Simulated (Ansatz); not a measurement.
# Si: pressure up to the limit of the methods

An exercise on one series of results from a longer session: the logs are not shown, and one member is left open.

Computed with Ansatz 0.2.0 (DFT, PBE, PAW with Ansatz's default frozen-core files, scalar-relativistic, unless a step's input says otherwise).

### The system as given

Symmetry: P6/mmm, No. 191, hexagonal system. The conventional cell has a = 4.471 Å, b = 4.471 Å, c = 2.772 Å, α = 90.00°, β = 90.00°, γ = 120.00°. Si (site symmetry 6/mmm) is surrounded by 14 Si at 2.77 to 2.93 Å. Si (site symmetry -6m2) is surrounded by 11 Si at 2.58 to 2.93 Å.

As a file:

```cif
data_structure
_symmetry_space_group_name_H-M 'P 1'
_symmetry_Int_Tables_number 1
_cell_length_a 4.4714
_cell_length_b 4.4714
_cell_length_c 2.7722
_cell_angle_alpha 90.000
_cell_angle_beta 90.000
_cell_angle_gamma 120.000
_cell_volume 48.00
loop_
_atom_site_label
_atom_site_type_symbol
_atom_site_fract_x
_atom_site_fract_y
_atom_site_fract_z
_atom_site_occupancy
Si1 Si 0.00000 0.00000 0.00000 1
Si2 Si 0.33333 0.66667 0.50000 1
Si3 Si 0.66667 0.33333 0.50000 1
```

Whether this phase is the stable one at these pressures isn't tested.

Atoms are numbered in the order of the input: Si1, Si2, Si3.

The first run:

File input.yaml:

```yaml
crystal:
  lattice:
    - [4.4713600139, 0.0, 0.0]
    - [-2.235680007, 3.8723113615, 0.0]
    - [0.0, 0.0, 2.7722432086]
  atoms:
    - { symbol: Si, position: [0.0, 0.0, 0.0] }
    - { symbol: Si, position: [0.3333333333, 0.6666666667, 0.5] }
    - { symbol: Si, position: [0.6666666667, 0.3333333333, 0.5] }
kpoints:
  mp_grid: { grid: [9, 9, 12] }
scf:
  occupations: { method: fermi_dirac, width: 0.1 }
hamiltonian:
  xc: pbe
  pseudopotentials: { kind: paw }
output:
  forces: true
  stress: true
  write_density: true
  write_potential: true
  elf: true
  volumetric_format: npy
relax:
  f_tol: 0.005
  max_steps: 40
  cell: {}
```

Launch:

```bash
$ ansatz run input.yaml --threads 1 --pin off --max-ram 3072MiB --backend cpu --events-out ev --progress --plain --runs-dir out
```

Steps of the session up to this table: Cell relaxed at zero pressure, PAW; Volume scaled by 1, PAW; Shape and atoms relaxed at 0.9 of the volume, PAW; Volume scaled by 0.9, PAW; Shape and atoms relaxed at 0.8 of the volume, PAW; Volume scaled by 0.8, PAW; Shape and atoms relaxed at 0.5 of the volume, PAW; Volume scaled by 0.5, PAW; Shape and atoms relaxed at 0.4 of the volume, PAW; Volume scaled by 0.4, PAW; Volume scaled by 0.4, PAW (cutoff 600 eV).

One of the session's tables, all rows but one given; the rest of the session is left out.

| method | volume over the first | volume (Å³/atom) | pressure (GPa) |
| --- | --- | --- | --- |
| PAW | 1 | 14.793 | -0.02 |
| PAW | 0.9 | 13.314 | 12.28 |
| PAW | 0.8 | ? | ? |
| PAW | 0.5 | 7.397 | 271.86 |
| PAW | 0.4 | 5.917 | 562.57 |
| PAW (cutoff 600 eV) | 0.4 | 5.917 | 562.53 |

Estimate the missing values for PAW, 0.8.

The run gave: volume (Å³/atom): 11.834; pressure (GPa): 33.39. In the column «volume (Å³/atom)» it lies between PAW, 0.5 (7.397) and PAW, 0.9 (13.314).
